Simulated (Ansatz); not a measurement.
# Trial structures of SiC₂: starts and ends

Method: Ansatz 0.2.0, DFT PBE, scalar-relativistic, plane waves, PAW. Settings: cutoff 420 eV, Γ-centred meshes spaced at most about 0.3 Å⁻¹, and about 0.25 Å⁻¹ or finer for metals (2π included), Gaussian smearing. No spin polarisation in the final relaxations.

Each guess was relaxed in cell and atoms at zero pressure, within the symmetry of its start. These are static total energies at zero pressure. Coordination counts C atoms around Si (those within 1.25 times the shortest such distance or 1.15 times the sum of covalent radii, 1.27 where that leaves under three; a plus sign parts nearer from farther groups; the shortest distance is added where it exceeds 1.18 times the sum of covalent radii). For orderings, «n of Z unlike» gives the unlike atoms among the Z nearest shared sites at the start, averaged over those sites.

| guess | made from | start group | V start (Å³/atom) | end group | V end (Å³/atom) | coordination at the end | gap on mesh (eV) | E over the lowest end (meV/atom) |
| --- | --- | --- | --- | --- | --- | --- | --- | --- |
| 1 | Si/C on fcc sites, 4.0 of 12 unlike | P-3m1 | 13.6 | P6/mmm | 15.9 | Si 12+12+24 from 4.7 Å | 0 | 0 |
| 2 | Si/C on diamond sites, 2.7 of 4 unlike | I4_1/amd | 13.6 | ? | ? | ? | ? | ? |
| 3 | Si/C ordered on a cell of C | P-6m2 | 13.6 | P-6m2 | 17.4 | Si 3 | 0 | 518 |
| 4 | Si/C on hcp sites, 2.0 of 12 unlike | P-3m1 | 13.6 | P-3m1 | 8.9 | Si 3 | 0 | 333 |

Guess 2 as it starts:

```cif
data_structure
_symmetry_space_group_name_H-M 'P 1'
_symmetry_Int_Tables_number 1
_cell_length_a 7.5497
_cell_length_b 7.5497
_cell_length_c 7.5497
_cell_angle_alpha 154.158
_cell_angle_beta 154.158
_cell_angle_gamma 36.870
_cell_volume 81.65
loop_
_atom_site_label
_atom_site_type_symbol
_atom_site_fract_x
_atom_site_fract_y
_atom_site_fract_z
_atom_site_occupancy
Si1 Si 0.00000 0.00000 0.00000 1
Si2 Si 0.75000 0.25000 0.50000 1
C1 C 0.66667 0.66667 0.00000 1
C2 C 0.33333 0.33333 0.00000 1
C3 C 0.41667 0.91667 0.50000 1
C4 C 0.08333 0.58333 0.50000 1
```

Q: Predict the end of this guess and its energy over the lowest end.

A: It ends in Si and C ordered on diamond sites, space group I4_1/amd (No. 141), with a = 2.945 Å, c = 12.539 Å, 9.1 Å³/atom and a gap of 0.89 eV. It lies 136 meV/atom over the lowest end, above guess 1 and below guess 4. Counting C atoms around Si, this end has Si 4 and the lowest (guess 1) has Si 12+12+24 from 4.7 Å. This end holds C–C chains (shortest 1.71 Å); the lowest (guess 1) holds Si–Si nets (shortest 2.47 Å) and C–C nets (shortest 1.43 Å).

```cif
data_structure
_symmetry_space_group_name_H-M 'I4_1/amd:1'
_symmetry_Int_Tables_number 141
_cell_length_a 2.9452
_cell_length_b 2.9452
_cell_length_c 12.5388
_cell_angle_alpha 90.000
_cell_angle_beta 90.000
_cell_angle_gamma 90.000
_cell_volume 108.77
loop_
_atom_site_label
_atom_site_type_symbol
_atom_site_symmetry_multiplicity
_atom_site_Wyckoff_symbol
_atom_site_fract_x
_atom_site_fract_y
_atom_site_fract_z
_atom_site_occupancy
Si1 Si 4 a 0.00000 0.00000 0.00000 1
C1 C 8 e 0.50000 0.50000 0.15968 1
```

Energies over the elements count from the elements' standard structures at the same level, with no fitted energy shifts.

Q: Is the lowest end bound against the elements?

A: No: its formation energy is +0.32 eV/atom. It can't be a ground state, since the elements alone are lower.

No dispersion correction is applied, so the spacing and binding between layers, chains or molecules are poorly described (P6/mmm, P-6m2), and this can change margins and order among such cells. Kohn–Sham gaps at this level usually fall short of measured ones. The zero gap of P-6m2 may come from the functional, which often closes small gaps, or the cell may be a true semimetal. The reference form of C is held partly by dispersion forces, which this level lacks. Cells relaxed within their symmetry can be saddle points. A lower structure may well exist outside this small set. Some candidate types were left out of the draw beforehand, so a known form may be missing.

The lowest end is less a compound than a segregation product: with silicon and carbon 4.7 Å apart, no Si–C bonds remain, only carbon nets at a graphite-like 1.43 Å and separate silicon sheets. Carbon is content in such sp² layers, but silicon π-bonds poorly and prefers tetrahedral sp³ bonding, so the silicon sheets probably account for much of the positive formation energy.

Among the ends that keep Si–C bonds, the one with fourfold silicon lies well below the two with threefold silicon. Its gap fits a network of saturated sp³ bonds. Its weakness appears to be size mismatch: a diamond-type lattice shared with the larger silicon stretches the C–C contacts to 1.71 Å, far beyond a normal single bond, which probably cancels much of the gain from strong, polar Si–C bonding.

The absence of a bound structure here agrees with the known chemistry, where SiC is the only stable bulk compound of the two elements. Decomposition into SiC and carbon, the more demanding test for this composition, is not computed.
